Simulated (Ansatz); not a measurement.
Polymorphs of PbS

Method: DFT PBE, scalar-relativistic, plane waves, PAW in Ansatz 0.2.0. All cells share a 420 eV cutoff and Γ-centred k meshes spaced at most 0.3 Å⁻¹ (0.19 for metals, 2π included).

Temperature and zero-point effects are left out. Larger cells and other orderings weren't all tried, so the list isn't exhaustive. The k mesh leaves about 4 meV/atom of noise in metals. No dispersion correction is applied, so the spacing between layers, chains or molecules is poorly fixed, and with it the volume and density (PbS C2/m). Spin–orbit coupling is left out. No run is spin-polarised.

| # | started from | space group | atoms | V (Å³/atom) | ΔE (meV/atom) | gap on mesh (eV) |
| --- | --- | --- | --- | --- | --- | --- |
| 1 | database cell | Fm-3m (No. 225) | 2 | 27.1 | 0 | 0.49 |
| 2 | database cell | Cmcm (No. 63) | 4 | 27.5 | 38 | 1.28 |
| 3 | database cell | C2/m (No. 12) | 4 | 50.3 | 59 | 2.07 |
| 4 | database cell | C2/m (No. 12) | 4 | 100.1 | 59 | 2.07 |
| 5 | caesium chloride type | Pm-3m (No. 221) | 2 | 24.4 | 256 | 0.00 |

The lowest structure: Space group Fm-3m (No. 225), cubic, a = 6.009 Å. Around Pb lie 6 S at 3.00 Å; S has 6 Pb at 3.00 Å. Its energy against the elements is -0.546 eV/atom. The zero of energy is the lowest elemental structures computed at the same level; no fitted shifts are applied.

```
Pb S
1.0
     0.00000    3.00451    3.00451
     3.00451    0.00000    3.00451
     3.00451    3.00451    0.00000
Pb S
1 1
Direct
  0.00000 0.00000 0.00000
  0.50000 0.50000 0.50000
```

The second: Space group Cmcm (No. 63), orthorhombic, a = 4.192 Å, b = 12.226 Å, c = 4.297 Å. Pb has 1 S at 2.71 Å and 4 S at 3.01 Å; around S lie 1 Pb at 2.71 Å and 4 Pb at 3.01 Å.

Task: At what pressure would number 5, the only denser structure, take over if both were incompressible?

Result: ΔE/ΔV is 256 meV/atom over 27.12 − 24.38 Å³/atom, about 15 GPa. This crude estimate ignores compression.